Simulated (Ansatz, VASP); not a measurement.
# Two plane-wave programs on TiAl

```xyz
2
Lattice="3.1791 0.0000 0.0000 0.0000 3.1791 0.0000 0.0000 0.0000 3.1791" Properties=species:S:1:pos:R:3 pbc="T T T"
Ti    0.0000    0.0000    0.0000
Al    1.5895    1.5895    1.5895
```

The cell comes from a database or a generator and needn't be the stable form of this composition.

Alike in both runs: task single point; functional PBEsol; k mesh 6 × 6 × 6; occupations gaussian, width 0.1 eV; no spin polarisation.

```csv
,VASP,Ansatz
version,VASP 6.6.1,Ansatz 0.2.0
potentials or method,"VASP PAW PBE potentials, release 64 (Ti_sv, Al)","scalar-relativistic, plane waves, PAW"
plane-wave cutoff (eV),520,520
valence electrons in the cell,15,15
```

|  | VASP | Ansatz | Ansatz less VASP |
| --- | --- | --- | --- |
| gap on the k mesh at the Fermi level (eV) | none | none | - |
| pressure (GPa) | -2.7 | -2.7 | -0.01 |

A gap of «none» marks a metal or a gap that the smearing closes. The functional is the same, so the differences come from potentials, cutoffs and numerics.

Caveats: the PAW data sets were made with another functional, which shifts forces and pressure a little (VASP).
